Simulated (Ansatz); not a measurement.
Space group Fd-3m:1 (No. 227). a = 7.527 Å, b = 7.527 Å, c = 7.527 Å, α = 90.00°, β = 90.00°, γ = 90.00°
| atom | site | symmetry | x | y | z |
| --- | --- | --- | --- | --- | --- |
| Sc | 8a | -43m | 0.5000 | 0.0000 | 0.5000 |
| Al | 16d | .-3m | 0.1250 | 0.6250 | 0.1250 |

Equation of state of this ScAl2 structure (not necessarily the ground state), with shape and atoms relaxed at each volume where symmetry leaves them free. It has no gap at any of these volumes. These are results of DFT PBEsol, scalar-relativistic, plane waves, PAW in Ansatz 0.2.0, not measurements.

Settings: cutoff 420 eV, Γ-centred mesh 8×8×8 on the computed 6-atom cell, Gaussian smearing of 0.10 eV; no spin polarisation.

```tsv
V (Å³/atom)	E − E(largest V) (meV/atom)	P (GPa)
16.701	3.34	6.45
17.234	-12.13	2.98
17.767	-16.87	-0.01
18.300	-12.39	-2.58
18.833	0.00	-4.78
```

Q: Fit a third-order Birch–Murnaghan equation to E(V).

A: V0 = 17.76 Å³/atom, B0 = 92 GPa, B0' = 4.1.